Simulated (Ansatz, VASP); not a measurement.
# Two plane-wave programs on C

The input INCAR:

```
ALGO = Normal ; EDIFF = 1E-6
ENCUT = 520 ; GGA = PS
ISIF = 2 ; ISMEAR = 0
LASPH = True ; LCHARG = True
LELF = True ; LREAL = False
LVHAR = True ; LWAVE = False
NBANDS = 11 ; NELM = 100
PREC = Accurate ; SIGMA = 0.02
```

File KPOINTS:

```
k-points
0
Gamma
  15 15 15
```

The input POSCAR:

```
C
1.0
    1.2557060604      0.7249822319      3.2216318134
   -1.2557060604      0.7249822319      3.2216318134
    0.0000000000     -1.4499644639      3.2216318134
C
2
Direct
    0.1391021621      0.1391021621      0.1391021621
    0.8608978379      0.8608978379      0.8608978379
```

Input for Ansatz:

```yaml
crystal:
  lattice:
    - [1.2557060604, 0.7249822319, 3.2216318134]
    - [-1.2557060604, 0.7249822319, 3.2216318134]
    - [0.0, -1.4499644639, 3.2216318134]
  atoms:
    - { symbol: C, position: [0.1391021621, 0.1391021621, 0.1391021621] }
    - { symbol: C, position: [0.8608978379, 0.8608978379, 0.8608978379] }
basis:
  ecutwfc: 420
kpoints:
  mp_grid: { grid: [15, 15, 15] }
hamiltonian:
  xc: pbesol
scf:
  occupations: { method: gaussian, width: 0.02 }
output:
  forces: true
  stress: true
  eigenvalues: true
```

Alike in both runs: task single point; functional PBEsol; k mesh 15 × 15 × 15; occupations gaussian, width 0.02 eV; no spin polarisation.

```csv
,VASP,Ansatz
version,VASP 6.6.1,Ansatz 0.2.0
potentials or method,"VASP PAW PBE potentials, release 64 (C)","scalar-relativistic, plane waves, PAW"
plane-wave cutoff (eV),520,420
valence electrons in the cell,8,8
```

VASP gave:

| Quantity | Value |
| --- | --- |
| gap on the k mesh at the Fermi level (eV) | 0.19 |
| least direct gap on the mesh (eV) | 0.27 |
| pressure (GPa) | -27.6 |
| largest component of the traceless stress (GPa) | 26.75 |
| rms of the force components (eV/Å) | 4.561 |

**Question.** What did Ansatz give for the same quantities?

**Answer.** gap on the k mesh at the Fermi level (eV): 0.19; least direct gap on the mesh (eV): 0.27; pressure (GPa): -28.1; largest component of the traceless stress (GPa): 26.43; rms of the force components (eV/Å): 4.582.

Atom by atom the forces differ by 0.022 eV/Å (rms over components).

Caveats: so large a pressure means that the cell lies far from this level's equilibrium, or that cutoff or potentials fall short (VASP); the potentials were made for another functional, which shifts forces and pressure (VASP); an odd mesh through Γ misses points on the zone boundary, where band edges often lie.
